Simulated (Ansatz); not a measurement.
# The W2NS2 MXene monolayer under a gate

Aim: charge, voltage and capacitance of the W2NS2 MXene monolayer in a field-effect set-up.

Calculated with Ansatz 0.2.0; plane-wave DFT, PBEsol-D3(BJ), Ansatz PAW, in the first sound run; inputs show where later runs differ.

## (1) Set-up

The cell holds 5 atoms: 2 S, 2 W and 1 N. Cell: a = 3.054 Å, b = 3.054 Å, c = 42.977 Å, α = 90.0°, β = 90.0°, γ = 120.0°. Vacuum lies along c.

As a file:

```cif
data_structure
_symmetry_space_group_name_H-M 'P 1'
_symmetry_Int_Tables_number 1
_cell_length_a 3.0539
_cell_length_b 3.0539
_cell_length_c 42.9772
_cell_angle_alpha 90.000
_cell_angle_beta 90.000
_cell_angle_gamma 120.000
_cell_volume 347.12
loop_
_atom_site_label
_atom_site_type_symbol
_atom_site_fract_x
_atom_site_fract_y
_atom_site_fract_z
_atom_site_occupancy
S1 S 0.33333 0.66667 0.43046 1
W2 W 0.66667 0.33333 0.47196 1
N3 N 0.00000 0.00000 0.50000 1
W4 W 0.33333 0.66667 0.52804 1
S5 S 0.66667 0.33333 0.56954 1
```

## (2) Relaxation

The starting cell is a guess, so the in-plane lattice and the atoms are relaxed first, with the slab cut off from its images along the normal.

input.yaml reads:

```yaml
crystal:
  lattice:
    - [3.053908, 0.0, 0.0]
    - [-1.526954, 2.6447619088, 0.0]
    - [0.0, 0.0, 42.9772096949]
  atoms:
    - { symbol: S, position: [0.3333333333, 0.6666666667, 0.4304607054] }
    - { symbol: W, position: [0.6666666667, 0.3333333333, 0.4719620994], spin: 1.0 }
    - { symbol: "N", position: [0.0, 0.0, 0.5] }
    - { symbol: W, position: [0.3333333333, 0.6666666667, 0.5280379006], spin: 1.0 }
    - { symbol: S, position: [0.6666666667, 0.3333333333, 0.5695392946] }
  periodic: [true, true, false]
magnetization:
  spin_polarized: true
kpoints:
  mp_grid: { grid: [12, 12, 1] }
hamiltonian:
  xc: pbesol
  dispersion: d3bj
scf:
  occupations: { method: fermi_dirac, width: 0.05 }
  convergence: { dr2_threshold: 1.0e-09 }
relax:
  f_tol: 0.004
  max_steps: 90
  cell: {}
output:
  write_potential: true
  write_density: true
  volumetric_format: npy
```

On the command line:

```
> ansatz run input.yaml --threads 4 --pin off --max-ram 12288MiB --backend cpu --events-out ev --progress --plain --runs-dir out
```

Numbers of over 12 decimals in the logs are rounded to 6 here.

The log of the run:

```text
Warning: relax.cell: scf.convergence.dr2_threshold = 1e-9 eV is looser than the 1.95870095071e-10 eV advised for a relaxation that steers and ends on the stress (1e-10 eV for each atom of the cell: 5, times the square of relax.cell.stress_2d_tol = 0.05 N/m over 16.0 Å (the atoms' height at the walk's start and 5 Å past either face), 3.129e-2 GPa, over a crystal's default 0.05). What an SCF threshold leaves in a stress goes as its square root, and in the free energy as the threshold itself, and one threshold admits the most on a small cell: [figures from the program's tests cut] Set scf.convergence.dr2_threshold to 1.95870095071e-10 eV or tighter. [rest of the remark cut]
Engine: ansatz 0.2.0, aarch64-unknown-linux-gnu
Pseudopotentials: kind: paw
Pseudopotential: S, paw, valence charge 6, recommended cutoff 420 eV (normal), S.paw.azcp
Pseudopotential: W, paw, valence charge 14, recommended cutoff 420 eV (normal), W.paw.azcp
Pseudopotential: N, paw, valence charge 5, recommended cutoff 420 eV (normal), N.paw.azcp
Functional definition: PBEsol
  exchange = pbesol_x
  correlation = pbesol_c
Crystal: 5 atoms, lattice volume = 347.121 Å³
Basis set: ecut = 420 eV, 6731 PW (Γ), exchange–correlation on 48×48×576 points (8 copies of the dense FFT grid, shifted against one another)
Bands: 29, of which v1, the nominal top of the filled ones, is band 23 counted from 1 (22 counted from 0)
Symmetry: 12 space group operations
Space group: P-3m1 (ITA 164), of the structure as read, at distance tolerance 7.0e-5 Å
Magnetic group: BNS 164.85 (UNI 1315), of the structure as read, at distance tolerance 7.0e-5 Å
k-points: 19 of 144
Non-local potential: S, projectors of the file, l = 0: 2, l = 1: 2, l = 2: 2
Non-local potential: W, projectors of the file, l = 0: 3, l = 1: 2, l = 2: 2, l = 3: 1
Non-local potential: N, projectors of the file, l = 0: 2, l = 1: 2, l = 2: 1
PAW form: soft (Blöchl's): semilocal exchange-correlation on the pseudo side does not see the compensation charge
PAW frozen core: S, regenerated for the run's functional, and the local potential with it (the file was generated under x = pbe(κ = 0.804, μ = 0.219515), c = pbe(β = 0.066725))
PAW frozen core: W, regenerated for the run's functional, and the local potential with it (the file was generated under x = pbe(κ = 0.804, μ = 0.219515), c = pbe(β = 0.066725))
PAW frozen core: N, regenerated for the run's functional, and the local potential with it (the file was generated under x = pbe(κ = 0.804, μ = 0.219515), c = pbe(β = 0.066725))
PAW one-centre angular grid: S, 110 points (default); XC on 64 Gauss nodes
PAW one-centre angular grid: W, 590 points (default); XC on 64 Gauss nodes
PAW one-centre angular grid: N, 110 points (default); XC on 64 Gauss nodes
Initial density: superposition of atomic densities (neutral atoms: chi_scale 0, normalization atom)
Starting moments: Σ|m| = 2 μB on 2 of 5 sites
Initial wavefunctions: pseudopotential atomic-orbital guess
Functional: x = pbesol(κ = 0.804, μ = 0.123457), c = pbesol(β = 0.046)
SCF iter   1: F=—  HF=-22665.603955 eV  |F-HF|=—  |Δ(HF+E_count)|=         —  Δρ=2.24e-2 (↑2.24e-2 ↓1.80e-2)  dr2=6.93e0  dr2_m=9.79e-2  M=0.967 μB ∫|m|=1.103 μB  β_m=0.30  ethr=3.10e-3  ⟨swp⟩=16.6  Hψ=9272  notcnv=0
Mixer restart at iter 1: flushing history
preconditioner: auto → LDOS  [metal: Δε(μ)=0.067 eV  Ē_g=9.368 eV  σ=0.050 eV  W_gap=0.32  n_scr=26 (ndim 8)  ℏωp=10.7 eV  f_vac=0.769  D(μ)=2.89/eV (n_scr^D=16)]
spin=Collinear: LDOS preconditioning applied to the charge; magnetization (m = ρ↑ − ρ↓) channel mixes plain (no charge-response kernel on spin).
SCF iter   2: F=—  HF=-22664.735817 eV  |F-HF|=—  |Δ(HF+E_count)|=   8.68e-1  Δρ=1.63e-2 (↑1.63e-2 ↓1.31e-2)  dr2=3.72e0  dr2_m=6.04e-2  M=0.865 μB ∫|m|=0.984 μB  β_m=0.58  ethr=3.10e-3  ⟨swp⟩=3.8  Hψ=2345  notcnv=0  defer=26
SCF iter   3: F=—  HF=-22663.986449 eV  |F-HF|=—  |Δ(HF+E_count)|=   7.49e-1  Δρ=3.63e-3 (↑3.63e-3 ↓3.33e-3)  dr2=2.25e-1  dr2_m=1.28e-2  M=0.506 μB ∫|m|=0.577 μB  β_m=0.56  ethr=3.10e-3  ⟨swp⟩=3.9  Hψ=2559  notcnv=0  defer=26
SCF iter   4: F=—  HF=-22664.037985 eV  |F-HF|=—  |Δ(HF+E_count)|=         —  Δρ=3.04e-3 (↑2.55e-3 ↓3.04e-3)  dr2=1.83e-2  dr2_m=2.19e-2  M=0.146 μB ∫|m|=0.185 μB  β_m=0.56  ethr=5.00e-4  ⟨swp⟩=3.8  Hψ=2914  notcnv=0  defer=19
SCF iter   5: F=—  HF=-22664.037618 eV  |F-HF|=—  |Δ(HF+E_count)|=   3.67e-4  Δρ=1.63e-3 (↑1.50e-3 ↓1.63e-3)  dr2=3.34e-3  dr2_m=7.38e-3  M=0.091 μB ∫|m|=0.115 μB  β_m=0.78  ethr=4.06e-5  ⟨swp⟩=3.6  Hψ=2785  notcnv=0  defer=19
SCF iter   6: F=—  HF=-22664.038446 eV  |F-HF|=—  |Δ(HF+E_count)|=   8.28e-4  Δρ=8.15e-4 (↑6.39e-4 ↓8.15e-4)  dr2=1.28e-3  dr2_m=1.47e-3  M=0.041 μB ∫|m|=0.051 μB  β_m=0.79  ethr=7.42e-6  ⟨swp⟩=3.5  Hψ=2541  notcnv=0  defer=19
SCF iter   7: F=—  HF=-22664.038436 eV  |F-HF|=—  |Δ(HF+E_count)|=   1.02e-5  Δρ=1.89e-4 (↑1.73e-4 ↓1.89e-4)  dr2=4.73e-5  dr2_m=9.65e-5  M=0.011 μB ∫|m|=0.014 μB  β_m=0.85  ethr=2.85e-6  ⟨swp⟩=3.4  Hψ=2495  notcnv=0  defer=19
SCF iter   8: F=—  HF=-22664.038462 eV  |F-HF|=—  |Δ(HF+E_count)|=   2.59e-5  Δρ=2.79e-5 (↑2.79e-5 ↓2.74e-5)  dr2=1.74e-6  dr2_m=2.13e-6  M=0.002 μB ∫|m|=0.002 μB  β_m=0.85  ethr=1.05e-7  ⟨swp⟩=3.8  Hψ=2917  notcnv=0  defer=19
SCF iter   9: F=—  HF=-22664.038465 eV  |F-HF|=—  |Δ(HF+E_count)|=   3.05e-6  Δρ=4.89e-6 (↑4.29e-6 ↓4.89e-6)  dr2=9.54e-8  dr2_m=4.36e-8  M=0.000 μB ∫|m|=0.000 μB  β_m=0.91  ethr=3.86e-9  ⟨swp⟩=3.8  Hψ=2988  notcnv=0  defer=19
SCF iter  10: F=—  HF=-22664.038465 eV  |F-HF|=—  |Δ(HF+E_count)|=   3.19e-7  Δρ=1.75e-6 (↑1.75e-6 ↓1.23e-6)  dr2=5.86e-9  dr2_m=6.22e-9  M=0.000 μB ∫|m|=0.000 μB  β_m=0.95  ethr=2.12e-10  ⟨swp⟩=3.6  Hψ=2674  notcnv=0  defer=19
SCF iter  11: F=—  HF=-22664.038465 eV  |F-HF|=—  |Δ(HF+E_count)|=   2.85e-8  Δρ=3.31e-7 (↑2.58e-7 ↓3.31e-7)  dr2=6.53e-10  dr2_m=1.79e-10  M=0.000 μB ∫|m|=0.000 μB  β_m=0.93  ethr=1.30e-11  ⟨swp⟩=4.1  Hψ=2976  notcnv=0  defer=19
SCF iter  12: F=-22664.038465 eV  HF=-22664.038465 eV  |F-HF|=1.24e-10  |Δ(HF+E_count)|=   2.34e-9  Δρ=5.84e-8 (↑5.84e-8 ↓3.29e-8)  dr2=5.40e-11  dr2_m=3.44e-12  M=0.000 μB ∫|m|=0.000 μB  ethr=1.45e-12  ⟨swp⟩=9.8  Hψ=9898  notcnv=0
WARN: the starting moments were not kept: the SCF closed with an absolute magnetisation of 2.6e-6 μB, where they sum to 2 μB in size (2 sites). That is at most 0.1 of that sum. Measured as dr2_m measures the in/out step, that magnetisation stands 8.2e-13 eV from none, at or under the dr2_threshold of 1.0e-9 eV: it is no larger than a step whose dr2_m would equal this threshold. The system may hold no moment; this SCF [...]
[...]
relax step   7: F+E_penalty+E_count = -22664.72045339 eV  Δ(F+E_penalty+E_count) = -5.375e-6 eV  max|allowed force component| = 2.741e-4 eV/Å  Δτ_max = 0.0002 Å  P = +0.001 N/m  Ω = 324.307 Å³  energy of the carried Pulay correction = +5.129e-3 eV  fix = [c, alpha, beta]  reactions: c +0.000 N/m  (4 SCF iters, accepted)
[...]
relax step   8: F+E_penalty+E_count = -22664.71680396 eV  Δ(F+E_penalty+E_count) = +3.649e-3 eV  max|allowed force component| = 4.065e-4 eV/Å  Δτ_max = 0.0000 Å  P = -0.082 N/m  Ω = 324.307 Å³  fix = [c, alpha, beta]  reactions: c -0.000 N/m  stress off target by 8.23e-2 N/m on what of the cell is left free  SCF on the basis re-selected at this cell (its energy is not comparable with the rows above)  (6 SCF iters)
[...]
relax step   9: F+E_penalty+E_count = -22664.71686593 eV  Δ(F+E_penalty+E_count) = -6.197e-5 eV  max|allowed force component| = 1.370e-4 eV/Å  Δτ_max = 0.0011 Å  P = -0.003 N/m  Ω = 324.097 Å³  energy of the carried Pulay correction = +4.819e-5 eV  fix = [c, alpha, beta]  reactions: c -0.000 N/m  (6 SCF iters, accepted)
iter 1 solved again at ethr=2.82e-7 eV; its pass at ethr=3.10e-3 eV (dr2=1.27e-4 eV) is discarded
SCF iter   1: F=—  HF=-22664.716643 eV  |F-HF|=—  |Δ(HF+E_count)|=         —  Δρ=8.67e-7 (↑8.34e-7 ↓8.67e-7)  dr2=4.29e-9  dr2_m=2.01e-11  M=0.000 μB ∫|m|=0.000 μB  β_m=0.65  ethr=2.82e-7  ⟨swp⟩=7.3  Hψ=15662  notcnv=0
eigensolver tolerance schedule: the retry pair's looser diagonalisation over-reported the residual by 29523.70 of it (diagonalisation noise at an unbounded share of the residual, at the tolerance the schedule requests for it); recorded, not acted on — ethr = c·dr2/N_el stays at c = 1.0e-1
preconditioner: auto → LDOS  [metal: Δε(μ)=0.044 eV  Ē_g=9.034 eV  σ=0.050 eV  W_gap=0.21  n_scr=22 (ndim 8)  ℏωp=11.1 eV  f_vac=0.769  D(μ)=2.33/eV (n_scr^D=14)]
spin=Collinear: LDOS preconditioning applied to the charge; magnetization (m = ρ↑ − ρ↓) channel mixes plain (no charge-response kernel on spin).
SCF iter   2: F=—  HF=-22664.716807 eV  |F-HF|=—  |Δ(HF+E_count)|=   1.64e-4  Δρ=4.90e-7 (↑4.90e-7 ↓4.75e-7)  dr2=3.48e-9  dr2_m=5.12e-12  M=0.000 μB ∫|m|=0.000 μB  β_m=0.35  ethr=9.54e-12  ⟨swp⟩=8.3  Hψ=6027  notcnv=0
SCF iter   3: F=—  HF=-22664.716807 eV  |F-HF|=—  |Δ(HF+E_count)|=   3.53e-9  Δρ=3.41e-7 (↑3.41e-7 ↓3.26e-7)  dr2=6.47e-10  dr2_m=5.03e-12  M=0.000 μB ∫|m|=0.000 μB  β_m=0.68  ethr=7.74e-12  ⟨swp⟩=3.3  Hψ=1978  notcnv=0
SCF iter   4: F=-22664.716807 eV  HF=-22664.716807 eV  |F-HF|=2.55e-10  |Δ(HF+E_count)|=  4.69e-10  Δρ=1.21e-7 (↑1.15e-7 ↓1.21e-7)  dr2=1.14e-10  dr2_m=6.46e-13  M=0.000 μB ∫|m|=0.000 μB  ethr=1.44e-12  ⟨swp⟩=15.8  Hψ=11123  notcnv=0
the starting moments were not kept: the SCF closed with an absolute magnetisation of 1.6e-6 μB, where they sum to 2 μB in size (2 sites). That is at most 0.1 of that sum. Measured as dr2_m measures the in/out step, that magnetisation stands 2.4e-13 eV from none, at or under the dr2_threshold of 1.0e-9 eV: it is no larger than a step whose dr2_m would equal this threshold.
SCF 10 converged in 4 iterations: F = -22664.716807 eV  dr2 = 1.14e-10
relax step  10: F+E_penalty+E_count = -22664.71680736 eV  Δ(F+E_penalty+E_count) = +5.858e-5 eV  max|allowed force component| = 1.440e-4 eV/Å  Δτ_max = 0.0000 Å  P = -0.004 N/m  Ω = 324.097 Å³  fix = [c, alpha, beta]  reactions: c -0.000 N/m  stress off target by 4.09e-3 N/m on what of the cell is left free  SCF on the basis re-selected at this cell (its energy is not comparable with the rows above)  (4 SCF iters)
basis re-selected at this cell: Δ(F+E_penalty+E_count) = +5.858e-5 eV, ΔP = -0.001 N/m vs the last step (what re-selecting the basis moved, of the pressure what is left beyond the Pulay correction that the steps carried, after the strain that the cell walked since its last selection, with what the two solves' SCF thresholds leave and, on support functions, any second-order correction that the steps lacked; it is no m [...]
WARN: The input density's exchange-correlation potential varies sharply where the density is thin. Do not read a vacuum level from v_tot or v_xc, or from such a field of the output density. On a cell that repeats whose density bears no net charge and no dipole along the vacuum's axis use v_es (v_loc + v_h of the components); under efield.dipole_correction with no amplitude use v_es + v_field, which holds any external [...]
SCF converged after 4 iterations
Magnetization: 0.0000 μB (22.5000 up, 22.5000 down)
Absolute magnetization: 0.0000 μB (∫|ρ↑−ρ↓|, with the PAW one-centre terms)
Spin contamination: 0.0000 ħ² per cell (⟨S²⟩ above its minimum at these occupations)
Per-site moments (μB) at R_I (Å): [(-1.1785254932362598e-7, 0.982329), (3.636127202193256e-7, 0.911377), (1.5443700663861764e-8, 0.911377), (3.636127202406489e-7, 0.911377), (-1.1785254930614724e-7, 0.982329)]
Free energy (F): -22664.716807 eV
Harris-Foulkes:  -22664.716807 eV  (|F-HF|=2.55e-10)
Internal energy: -22664.697919 eV  (E = F + TS)
E sigma→0 (E₀):  -22664.707363 eV
Entropy (-TS):   -0.018888 eV (-3.778 meV/atom)
Fermi energy:    -4.994220 eV
--- Per-component energies (eV) ---
  E_band       = -1182.616283
  E_kinetic    = 1254.805817
  E_local      = -206965.140717  (includes V_loc(G=0)·N_el)
  E_nonlocal   = 109.994456
  E_hartree    = 102717.028184
  E_xc         = -785.337713
  E_vxc        = -732.150082  (∫ρ·V_xc dr)
  E_paw        = -18163.394157  (= ΣΔE_a)
  E_vpaw       = -284.183082  (= ΣTr[D̂ρ^β])
  E_aug_tail   = -0.000037  (compensation charges beyond the density's cutoff)
  E_ewald      = 99168.395940
  E_disp       = -1.645273  (pairwise vdW)
  E_core_change = 0.595582  (= ΣΔE_core)
  E_smearing   = -0.018888  (= −TS)
  E_closure    = 0.000000  (closes the sum)
  Σ components = -22664.716807   (vs F -22664.716807, Δ=0.00e0)
--- Forces (eV/Å), atoms counted from 1 ---
  atom   1  S      0.00000000    -0.00000000    -0.00014402
  atom   2  W      0.00000000     0.00000000    -0.00008581
  atom   3  N     -0.00000000    -0.00000000     0.00000000
  atom   4  W      0.00000000    -0.00000000     0.00008581
  atom   5  S     -0.00000000     0.00000000     0.00014402
  max |Σ_I F_I| component: 4.63e-18 eV/Å
--- 2D stress c σ (N/m, compression-positive) ---
       -0.004091       0.000000      -0.000000
        0.000000      -0.004091       0.000000
       -0.000000       0.000000      -0.000000
  P = ½ c Tr σ = -0.0041 N/m
--- Band table (eV; the first three rows and the last of 38) ---
  k-point 0 ↑: bands = [... 19 lower, -5.6473, -5.6252, -5.6252, -5.5730, -5.5730, -4.7486, -4.7486, -2.1434, ... 2 higher]
  k-point 1 ↑: bands = [... 19 lower, -6.6996, -6.4053, -5.4927, -5.2007, -4.8855, -4.7904, -4.6793, -2.4473, ... 2 higher]
  k-point 2 ↑: bands = [... 19 lower, -7.0516, -6.8585, -6.1132, -5.2496, -5.0233, -4.2508, -3.8426, -2.5094, ... 2 higher]
  k-point 18 ↓: bands = [... 19 lower, -9.2594, -5.2599, -4.7040, -4.7040, -4.1957, -3.1592, -3.1592, -2.2246, ... 2 higher]
  the weakly bound empty levels are not read free of the cell's end (no_gap_told)
--- Relaxed structure (8 steps of the walk, 8 accepted, 2 SCFs on fresh bases) ---
  F+E_penalty+E_count = -22664.71680736 eV   max|allowed force component| = 1.440e-4 eV/Å   (the final SCF, on the basis selected at the relaxed cell)
  cell:  # Å, volume = 324.0972 Å³
    - [2.950892, 0, 0]
    - [-1.475446, 2.555547, 0]
    - [0, 0, 42.9772096949]
  atoms:
    - { symbol: S, position: [0.333333, 0.666667, 0.428553] }
    - { symbol: W, position: [0.666667, 0.333333, 0.467268] }
    - { symbol: N, position: [0, 0, 0.500000] }
    - { symbol: W, position: [0.333333, 0.666667, 0.532732] }
    - { symbol: S, position: [0.666667, 0.333333, 0.571447] }
```

Wall time 1.8 min (4 threads of Arm Neoverse V1, shared host); peak memory 0.92 GiB; 6.4 min of CPU time.

Step by step:

| step | energy less that of the first step (eV) | largest force component (eV/Å) | volume (Å³) |
| --- | --- | --- | --- |
| 1 | 0.0000 | 3.1526 | 347.12 |
| 2 | -0.4587 | 0.9840 | 344.77 |
| 3 | -0.6285 | 0.0606 | 338.93 |
| 4 | -0.6599 | 0.5789 | 320.00 |
| 5 | -0.6806 | 0.1618 | 325.25 |
| 6 | -0.6820 | 0.0049 | 324.33 |
| 7 | -0.6820 | 0.0003 | 324.31 |
| 8* | -0.6783 | 0.0004 | 324.31 |
| 9 | -0.6784 | 0.0001 | 324.10 |
| 10* | -0.6783 | 0.0001 | 324.10 |

Relaxation steps marked * repeat the geometry before them on a plane-wave basis chosen anew for their cell, so energy and pressure can jump there.

The run keeps the 12 symmetry operations that it works with, so distortions that break them were not tested.

| cell as run | before | after | change |
| --- | --- | --- | --- |
| a (Å) | 3.054 | 2.951 | -3.4 % |
| b (Å) | 3.054 | 2.951 | -3.4 % |

The atoms that moved most (Å, along periodic axes as changes of fractional coordinates times the final cell, across vacuum about the mean position):

| atom | dx | dy | dz | length |
| --- | --- | --- | --- | --- |
| W2 | 0.000 | 0.000 | -0.202 | 0.202 |
| W4 | 0.000 | 0.000 | 0.202 | 0.202 |
| S1 | 0.000 | 0.000 | -0.082 | 0.082 |
| S5 | 0.000 | 0.000 | 0.082 | 0.082 |

The relaxed structure:

```xyz
5
Lattice="2.9509 0.0000 0.0000 -1.4754 2.5555 0.0000 0.0000 0.0000 42.9772" Properties=species:S:1:pos:R:3
S     0.0000    1.7037   18.4180
W     1.4754    0.8518   20.0819
N     0.0000    0.0000   21.4886
W     0.0000    1.7037   22.8953
S     1.4754    0.8518   24.5592
```

Numbers from this step:

- energy at zero smearing: -22664.7074 eV

The lattice constant a goes from 3.054 to 2.951 Å.

(Part 1 of 3 ends here.)

[Logs are printed without paths, hosts, clocks, repeated set-up lines and the standing remarks that a program may print on its own settings, such as how far it seeks lower states.]

[Hosts, paths, dates, database ids (printed as entryN), source tags and the programs' standing remarks are cut or masked in the printed files.]

[Maps of the electrostatic potential energy from Ansatz leave out the sawtooth potential of an applied field or a dipole correction, so their vacuum need not be flat; planar profiles and work functions include it.]
